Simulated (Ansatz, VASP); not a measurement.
Si in VASP and in Ansatz

The input INCAR:

```
SYSTEM = Si
PREC = Accurate
ENCUT = 520
EDIFF = 1E-6
ISMEAR = -1
SIGMA = 0.05
LREAL = .False.
LASPH = .True.
NELM = 60
ALGO = Normal
ISIF = 2
LWAVE = .False.
LCHARG = .True.
GGA = PE
LELF = .True.
LVHAR = .True.
NBANDS = 8
```

File KPOINTS:

```
Automatic mesh
0
Gamma
  12 12 11
  0 0 0
```

File POSCAR:

```
Si
1.0
    2.6029547493      0.0000000000      0.0000000000
   -1.3014773747      2.2542249378      0.0000000000
    0.0000000000      0.0000000000      2.4498011772
Si
1
Direct
    0.0000000000      0.0000000000      0.0000000000
```

The input input.yaml:

```yaml
crystal:
  lattice:
    - [2.6029547493, 0.0, 0.0]
    - [-1.3014773747, 2.2542249378, 0.0]
    - [0.0, 0.0, 2.4498011772]
  atoms:
    - { symbol: Si, position: [0.0, 0.0, 0.0] }
kpoints:
  mp_grid: { grid: [12, 12, 11] }
scf:
  occupations: { method: fermi_dirac, width: 0.05 }
hamiltonian:
  xc: pbe
  pseudopotentials: { kind: all_electron, lapw: { basis_error: 0.0005 } }
output:
  forces: true
  stress: true
  eigenvalues: true
```

Change from the starting cell: volume scaled by 0.98.

Alike in both runs: task single point; functional PBE; k mesh 12 × 12 × 11; occupations fermi-dirac, width 0.05 eV; no spin polarisation.

|  | VASP | Ansatz |
| --- | --- | --- |
| version | VASP 6.6.1 | Ansatz 0.2.0 |
| potentials or method | VASP PAW PBE potentials, release 64 (Si) | all-electron LAPW, scalar-relativistic |
| plane-wave cutoff (eV) | 520 | see its input |

|  | VASP | Ansatz | Ansatz less VASP |
| --- | --- | --- | --- |
| gap on the k mesh at the Fermi level (eV) | none | none | - |
| pressure (GPa) | 5.6 | 5.7 | +0.07 |
| largest component of the traceless stress (GPa) | 3.20 | 3.19 | -0.012 |

A gap of «none» marks a metal or a gap that the smearing closes. Ansatz ran all-electron here, so the differences hold the error of VASP's frozen core and of both bases.
